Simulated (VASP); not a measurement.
Crystal: TaS2.

```
Ta S
1.0
     3.35000    0.00000    0.00000
    -1.67500    2.90119    0.00000
     0.00000    0.00000    5.86000
Ta S
1 2
Direct
  0.00000 0.00000 0.00000
  0.33333 0.66667 0.25000
  0.66667 0.33333 0.75000
```

| Property | Result |
| --- | --- |
| Program | VASP 6.6.1 |
| Task | relaxation of cell and atoms |
| Functional | PBE |
| Dispersion | D3(BJ) |
| Potentials or basis | VASP PAW PBE potentials, release 64 (Ta_pv, S) |
| Cutoff | 600 eV |
| k mesh | 15 × 15 × 6 |
| Occupations | methfessel-paxton, width 0.1 eV |
| Spin | no spin polarisation |

At the start: pressure 5.5 GPa; volume 18.98 Å³/atom.

Problem. Where does the relaxation end?

Solution. Over 25 steps the energy falls by 32.2 meV/atom and the volume is 18.50 Å³/atom (-2.5 %); space group P-3m1 (No. 164, to 0.05 Å).

Step by step:
```tsv
step	energy change (eV)	largest force (eV/Å)	pressure (GPa)	volume (Å³)
1	0.0000	1.2617	5.46	56.95
2	0.1134	1.2517	-10.57	62.44
3	-0.0668	0.2078	-1.54	58.94
4	-0.0669	0.2381	-1.36	58.87
5	-0.0821	0.1370	-0.66	58.00
6	-0.0842	0.0856	-0.28	57.55
7	-0.0866	0.1335	0.10	57.20
8	-0.0897	0.2542	1.15	56.32
9	-0.0905	0.2399	1.07	56.29
10	-0.0924	0.1981	0.81	56.19
11	-0.0951	0.1139	0.32	56.01
12	-0.0955	0.0528	-0.63	55.63
13	-0.0962	0.0246	-0.20	55.80
14	-0.0962	0.0201	-0.23	55.79
15	-0.0963	0.0175	-0.20	55.73
16	-0.0965	0.0105	-0.05	55.55
17	-0.0963	0.0042	0.24	55.20
18	-0.0965	0.0063	0.04	55.46
19	-0.0965	0.0071	0.05	55.47
20	-0.0965	0.0089	0.01	55.51
21	-0.0965	0.0075	0.00	55.48
22	-0.0965	0.0070	0.00	55.47
23	-0.0965	0.0027	0.00	55.49
24	-0.0965	0.0108	-0.08	55.53
25	-0.0966	0.0030	0.00	55.51
```

Final structure:
```xyz
3
Lattice="3.3267 0.0000 0.0000 -1.6633 2.8810 0.0000 0.0000 0.0000 5.7916" Properties=species:S:1:pos:R:3 pbc="T T T"
Ta    0.0000    0.0000    0.0000
S     0.0000    1.9206    1.5465
S     1.6633    0.9603    4.2452
```
